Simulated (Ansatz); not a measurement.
# Sn2S3: the cost of one run

Computed with Ansatz 0.2.0 (DFT PBEsol, scalar-relativistic, plane waves, PAW, unless a step's input says otherwise).

6 further runs of the same task are left out: 1 that didn't finish, 5 set aside as unsound or not needed.

**1. The system as given**

It takes space group P-3m1 (No. 164, trigonal). Conventional cell: a = 3.651 Å, b = 3.651 Å, c = 6.059 Å, α = 90.00°, β = 90.00°, γ = 120.00°. Sn (site symmetry -3m) is surrounded by 6 S at 2.57 Å. S (site symmetry 3m) has 3 Sn at 2.57 Å as nearest neighbours.

Structure file:

```
CELL_PARAMETERS angstrom
3.65131 0.00000 0.00000
-1.82566 3.16213 0.00000
0.00000 0.00000 6.05892
ATOMIC_POSITIONS crystal
Sn 0.00000 0.00000 0.00000
S 0.66667 0.33333 0.24324
S 0.33333 0.66667 0.75676
```

This cell was relaxed beforehand with the same method: volume 23.32 Å³/atom, gap on the mesh 1.44 eV.

The bulk reference comes from a run made before at the same settings: -2573.6110 eV/atom.

**2. Cutting the (100) slab**

Planes are indexed in the bulk's conventional cell (P-3m1 (No. 164)), a = 3.651 Å, b = 3.651 Å, c = 6.059 Å, α = 90.00°, β = 90.00°, γ = 120.00°.

The slab is a (100) slab, 9.5 Å thick as cut, with 15 Å of vacuum; its outer planes are Sn (top) and Sn (bottom).

The slab as cut. Its planes from the bottom up:

```tsv
plane	atoms per cell	height over the lowest (Å)
1	Sn	0.00
2	S	1.05
3	S	2.11
4	Sn	3.16
5	S	4.22
6	S	5.27
7	Sn	6.32
8	S	7.38
9	S	8.43
10	Sn	9.49
```

**3. The slab as cut, atoms at the bulk's places**

The cell repeats along c, and a dipole correction in the vacuum removes the field between the copies.

File input.yaml:

```yaml
crystal:
  lattice:
    - [3.6513143021, 0.0, 0.0]
    - [0.0, 6.0589189091, 0.0]
    - [0.0, 0.0, 24.4863928284]
  atoms:
    - { symbol: Sn, position: [0.5, 0.0, 0.3062925623] }
    - { symbol: S, position: [0.0, 0.2432430384, 0.3493386595] }
    - { symbol: S, position: [0.5, 0.7567569616, 0.3923847568] }
    - { symbol: Sn, position: [0.0, 0.0, 0.4354308541] }
    - { symbol: S, position: [0.5, 0.2432430384, 0.4784769514] }
    - { symbol: S, position: [0.0, 0.7567569616, 0.5215230486] }
    - { symbol: Sn, position: [0.5, 0.0, 0.5645691459] }
    - { symbol: S, position: [0.0, 0.2432430384, 0.6076152432] }
    - { symbol: S, position: [0.5, 0.7567569616, 0.6506613405] }
    - { symbol: Sn, position: [0.0, 0.0, 0.6937074377] }
basis:
  ecutwfc: 420
kpoints:
  mp_grid: { grid: [7, 5, 1] }
hamiltonian:
  xc: pbesol
scf:
  occupations: { method: gaussian, width: 0.05 }
output:
  forces: true
  stress: true
  eigenvalues: true
  write_density: true
  write_potential: true
  elf: true
  volumetric_format: npy
efield:
  axis: 3
  dipole_correction: true
  ramp_width: 0.04
```

On the command line:

```bash
$ ansatz run input.yaml --threads 1 --pin off --max-ram 2560MiB --backend cpu --events-out ev --progress --plain --runs-dir out
```

Q: Estimate wall time and peak memory on 1 thread of Intel Xeon Platinum 8259CL at 2.50GHz (Skylake/Cascade Lake), shared host.

About 53 s, with a peak of 0.78 GiB.
